When the tantalum atoms of TaN slide as a block against the nitrogen atoms, what pushes them back, and does it matter which way they go? Each Ta sits inside a prism of six N atoms, which form three columns around it. Between these columns run three empty ones. The scan moves all Ta atoms together along a slanted line: positive displacements head straight for one N, negative ones for the gap between the other two N columns.

Ansatz 0.2.0, plane-wave PAW DFT with r2SCAN, scalar-relativistic, no spin polarisation; cutoff 500 eV, k mesh 18×18×16, Gaussian smearing 0.15 eV. TaN (P-6m2, 2 atoms a cell, a = 2.938, c = 2.883 Å, not relaxed), all Ta moved along Cartesian (0, -0.762, -0.648), towards one N. Free energies are relative to zero displacement; pressure is positive in compression.

| displacement (Å) | energy change (eV a cell) | force along direction (eV/Å summed over the moved atoms) | pressure (GPa) |
| --- | --- | --- | --- |
| -0.1 | 0.069 | 1.374 | 1.44 |
| -0.075 | 0.039 | 1.030 | 0.71 |
| -0.05 | 0.017 | 0.686 | 0.18 |
| -0.025 | 0.004 | 0.344 | -0.13 |
| 0 | 0.000 | 0.000 | -0.24 |
| 0.025 | 0.004 | -0.347 | -0.13 |
| 0.05 | 0.017 | -0.700 | 0.19 |
| 0.075 | 0.039 | -1.062 | 0.74 |
| 0.0875 | 0.054 | -1.246 | 1.10 |
| 0.1 | 0.071 | -1.434 | 1.51 |

**The middle row.** At zero displacement the force vanishes. Symmetry alone demands this, so the zero doesn't show that the cell has its best size. That the place is a minimum along this line is shown by the neighbouring rows, where the force always points back and the energy rises on both sides.

**Out to 0.025 Å.** The force is almost equally large on both sides, as for a spring. Because the line is slanted, its force has a part within the hexagonal plane and a part along the axis, and the calculation gives both. The stiffnesses are 13.4 eV/Å² in the plane and 14.4 eV/Å² along the axis. The symmetry of the crystal allows no others, so a small uniform shift of Ta against N costs energy in every direction. Patterns in which neighbouring cells move differently remain untested.

The near equality of the two stiffnesses tells something about the bonds. Six equal springs that resist only stretching would make the axis 1.44 times as stiff as the plane, whereas the calculation gives 1.07. Stretching these six bonds is therefore not the whole story. Pushing a bond sideways may cost energy too, and N atoms farther away may take part; these rows can't separate the two.

**Down to −0.1 Å and up to +0.1 Å.** Here the two sides part. The energy change is 0.069 eV on the negative side and 0.071 eV on the positive one, and the force is larger on the positive side as well. At ±0.075 Å the energies agree only as rounded in the table, and the forces already differ visibly.

The direction of motion explains the difference. Within the plane, a positive displacement carries Ta towards a column of N and a negative one towards an empty column. It is natural that the filled side resists more, though this reading rests on the geometry and not on a separate calculation. Up and down along the axis are mirror images, so that part of the motion should have no preferred side. The forces bear this out: between the two end rows the in-plane part differs by 7.6 % and the axial part by only 0.3 %.

This gives a simple model: two springs and one lopsided term,

E = ½ k₁w² + ½ k₂v² + c w³.

Here E is the energy change, w the in-plane part of the displacement (positive towards the N column) and v the axial part. The stiffnesses k₁ and k₂ come from the forces at ±0.025 Å, and c = 2.18 eV/Å³ from the in-plane forces at ±0.1 Å.

For the last row, w is 0.076 Å and v is 0.065 Å. The in-plane spring then contributes 39 meV, the axial spring 30 meV and the lopsided term 1 meV, together 70 meV against the computed 71 meV. The energy of this row did not enter the model, but its in-plane force did. At both ends the model falls short by slightly less than 1 %, because the springs, chiefly the axial one, stiffen a little at larger displacement.

The same reasoning carries over to other crystals: look at what lies on either side of the moving atom. In rock salt each atom is a centre of inversion, and the two sides must be equal.

**The pressure column.** At zero displacement the pressure is −0.24 GPa because the cell was not relaxed. This value is a mean of −0.49 GPa along each of the two in-plane directions and +0.27 GPa along the axis, so the shape is slightly off as well as the size. The pressure changes sign between 0.025 and 0.05 Å on both sides. That crossing marks no change in the material; it only shows where the rise has made up for the starting value. The rise itself is physical, and it reaches 1.68 GPa at the negative end and 1.75 GPa at the positive one.

It comes about because the springs stiffen when the crystal is squeezed. Compress the displaced cell with all atoms keeping their relative places, and the displacement shrinks with the cell, which lowers its energy slightly. The stiffness grows, which raises it more. The displaced crystal therefore gains by expanding, and it pushes outwards.

If both effects scale as powers of the volume V, the pressure rises by (E/V)(2γ − ⅔), where γ, the Grüneisen parameter, measures how fast the frequency of the vibration of Ta against N rises on compression. The stiffness goes as the square of that frequency, hence the factor 2. A straight line of pressure against E/V, fitted to all ten rows, gives γ ≈ 2: a volume smaller by 1 %, with the shape of the cell kept, should make the springs about 4 % stiffer on average. This value is inferred from the pressure; no run at another volume tests it. The in-plane and axial parts keep a fixed ratio along this line, so the fit can't give a separate value for each. One slope serves both sides well, so the pressure follows the stored energy and, at equal energy, depends only slightly on which way the Ta atoms went: the extra energy on the positive side accounts for the larger part, but not all, of the gap between 1.68 and 1.75 GPa. This holds for the pressure, which is a mean over three directions; the stress along single directions within the plane does differ strongly between the two sides, and the rise along the axis is larger than the mean rise in the plane. The printed analysis below gives the energies row by row.

Output of the analysis:

```
In-plane stiffness from the rows at 0.025 either way (eV/A^2): 13.42
Axial stiffness from the same rows (eV/A^2): 14.4
Ratio of axial to in-plane stiffness: 1.073
Same ratio for equal radial springs to six N: 1.444
In-plane harmonic wavenumber (cm^-1): 529.9
Axial harmonic wavenumber (cm^-1): 548.9
In-plane cubic constant (eV/A^3): 2.176
Computed energy at +0.1 less that at -0.1 (meV): 1.905
The same difference from the cubic constant (meV): 1.925
In-plane force at +0.1 exceeds that at -0.1 by (percent): 7.636
Axial force at +0.1 exceeds that at -0.1 by (percent): 0.3041
Mean stiffness along the line at 0.025 (eV/A^2): 13.82
Mean stiffness along the line at 0.1 (eV/A^2): 14.04
Energies in meV a cell:
     row  computed  harmonic  with cubic term
    -0.1     68.67     69.14            68.18
  -0.075     38.64     38.89            38.49
   -0.05     17.19     17.29            17.17
  -0.025     4.305     4.321            4.306
     0.0         0         0                0
   0.025     4.333     4.321            4.337
    0.05     17.41     17.29            17.41
   0.075     39.42     38.89             39.3
  0.0875     53.84     52.94            53.58
     0.1     70.58     69.14            70.11
fit of pressure on 10 rows: constant -0.2385 +/- 0.004, coefficient of edens 3.319 +/- 0.013; rms 0.00713, worst -0.1 0.0155, leave-one-out rms 0.0097
Grueneisen parameter of this displacement: 1.993
Pressure rise from 0 to -0.1 (GPa): 1.68
Pressure rise from 0 to +0.1 (GPa): 1.75
```
